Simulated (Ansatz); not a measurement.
# Y: substituted relatives

An exercise on one series of results from a longer session: the logs are not shown, and one member is left open.

Method: DFT r2SCAN, scalar-relativistic, plane waves, PAW, in Ansatz 0.2.0.

2 further runs of the same task are left out: 2 set aside as unsound or not needed. Runs told in other sessions of the task aren't counted.

**The starting structure**

It takes space group Fm-3m (No. 225, cubic). The conventional cell has a = 5.101 Å, b = 5.101 Å, c = 5.101 Å, α = 90.00°, β = 90.00°, γ = 90.00°. Y (site symmetry m-3m) is surrounded by 12 Y at 3.61 Å.

Coordinates:

```cif
data_structure
_symmetry_space_group_name_H-M 'P 1'
_symmetry_Int_Tables_number 1
_cell_length_a 3.6069
_cell_length_b 3.6069
_cell_length_c 3.6069
_cell_angle_alpha 60.000
_cell_angle_beta 60.000
_cell_angle_gamma 60.000
_cell_volume 33.18
loop_
_atom_site_label
_atom_site_type_symbol
_atom_site_fract_x
_atom_site_fract_y
_atom_site_fract_z
_atom_site_occupancy
Y1 Y 0.00000 0.00000 0.00000 1
```

This cell was relaxed beforehand with the same method: volume 33.18 Å³/atom, gap on the mesh none (metal).

Set-up of the first run:

input.yaml

```yaml
crystal:
  lattice:
    - [0.0, 2.0537212042, 2.0537212042]
    - [2.0537212042, 0.0, 2.0537212042]
    - [2.0537212042, 2.0537212042, 0.0]
  atoms:
    - { symbol: Sb, position: [0.0, 0.0, 0.0] }
basis:
  ecutwfc: 500
kpoints:
  mp_grid: { grid: [8, 8, 8] }
hamiltonian:
  xc: r2scan
scf:
  occupations: { method: gaussian, width: 0.1 }
output:
  forces: true
  stress: true
  eigenvalues: true
```

Launch:

```console
> ansatz run input.yaml --threads 1 --pin off --max-ram 2560MiB --backend cpu --events-out ev --progress --plain --runs-dir out
```

Among the steps run: Quick check of gap, pressure and forces (Sb); Coarse relaxation (Sb); Relaxing cell and atoms (Sb); Quick check of gap, pressure and forces (Cr); Relaxing cell and atoms (Cr).

One of the session's tables, all rows but one given; the rest of the session is left out.

It belongs to the step «The crystals compared». Lengths are those of the vectors of the cell that was run:

| swap | volume (Å³/atom) | a (Å) | b (Å) | c (Å) | moment (μB/cell) |
| --- | --- | --- | --- | --- | --- |
| none | 33.18 | 3.607 | 3.607 | 3.607 | 0.00 |
| Y → Fe | ? | ? | ? | ? | ? |
| Y → Sr | 56.73 | 4.313 | 4.313 | 4.313 | 0.00 |
| Y → V | 13.73 | 2.688 | 2.688 | 2.688 | 0.00 |
| Y → Sb | 27.16 | 3.374 | 3.374 | 3.374 | 0.00 |
| Y → Cr | 17.29 | 2.903 | 2.903 | 2.903 | 3.88 |

Q: Estimate the row for Y → Fe from the others.

The run gave: volume (Å³/atom): 12.13; a (Å): 2.579; b (Å): 2.579; c (Å): 2.579; moment (μB/cell): 2.81. In the column «volume (Å³/atom)» it is the lowest.

Lengths are those of the computed cell. Rows of earlier swaps come from the sessions before.

Caveats from the session: Some of these crystals carry a moment and others none; one magnetic start was tried for each, so other orders may lie lower. Other magnetic orders or occupations could lie lower; they were not searched in full. Warnings in the runs' records: seeded moment not kept.
